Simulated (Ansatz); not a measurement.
Bi:

```
CELL_PARAMETERS angstrom
3.48860 -3.13258 0.00000
3.48860 3.13258 0.00000
-1.26023 0.00000 3.11355
ATOMIC_POSITIONS crystal
Bi 0.75306 0.75306 0.85738
Bi 0.24694 0.24694 0.14262
```

This isn't the form of Bi at room conditions, which is rhombohedral.

Base run:

```yaml
Program: Ansatz 0.2.0
Functional: r2SCAN
Potentials_or_basis: Ansatz PAW
Cutoff: 500 eV
Density_cutoff: 2000 eV
k_mesh: 6 × 6 × 9
Occupations: fermi-dirac, width 0.05 eV
Spin: no spin polarisation
```

Its results: band gap on the k mesh none (metal or under the smearing width); pressure -0.8 GPa; largest force 0.147 eV/Å.

Question: The run is repeated on the same cell with these changes: spin from no spin polarisation to spin-orbit coupling, no magnetisation; potential files from those of the base run to others of the same set. What comes out?

Answer: Band gap on the k mesh none (metal or under the smearing width); pressure 0.3 GPa; largest force 0.109 eV/Å.

Caveats: the PAW data sets come from PBE, with cores solved anew for the run's functional, which leaves a small shift of forces and pressure; spin-orbit coupling is left out, which moves the levels of the heavy elements (some runs).

Not every run made on this cell is shown here.
